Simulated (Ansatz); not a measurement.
**How settings move the results for Fe**

```yaml
crystal:
  lattice:
    - [0.00000, 2.43615, 2.43615]
    - [2.43615, 0.00000, 2.43615]
    - [2.43615, 2.43615, 0.00000]
  atoms:
    - { symbol: Fe, position: [0.00000, 0.00000, 0.00000] }
    - { symbol: Fe, position: [0.25000, 0.25000, 0.25000] }
```

Atoms are numbered in the order listed.

The structure comes from a relaxation in the same program, started in the diamond type, and has space group Fd-3m. Whether it is a known phase or the ground state wasn't checked.

Theory: DFT, PBE, all-electron LAPW, scalar-relativistic in Ansatz 0.2.0.

Sampling and basis: a Γ-centred 13×13×13 k mesh, Fermi–Dirac smearing of 0.03 eV, basis error target 0.25 meV/atom, spin-polarised from start moments Fe1 3, Fe2 3 μB (the moments died away, and the run ended non-magnetic). One setting is then changed at a time.

```json
{"filling": "Fermi–Dirac 0.03 eV (base)", "energy at zero smearing less the base's (meV/atom)": "0.0", "P (GPa)": "0.02", "cutoff chosen (eV)": "511"}
{"filling": "tetrahedron", "energy at zero smearing less the base's (meV/atom)": "0.1", "P (GPa)": "–", "cutoff chosen (eV)": "511"}
{"filling": "cold 0.15 eV", "energy at zero smearing less the base's (meV/atom)": "0.5", "P (GPa)": "-0.01", "cutoff chosen (eV)": "511"}
{"filling": "Gaussian 0.2 eV", "energy at zero smearing less the base's (meV/atom)": "0.4", "P (GPa)": "0.19", "cutoff chosen (eV)": "511"}
{"filling": "Fermi–Dirac 0.15 eV", "energy at zero smearing less the base's (meV/atom)": "0.2", "P (GPa)": "0.66", "cutoff chosen (eV)": "511"}
{"filling": "Fermi–Dirac 0.28 eV", "energy at zero smearing less the base's (meV/atom)": "5.3", "P (GPa)": "2.39", "cutoff chosen (eV)": "511"}
```
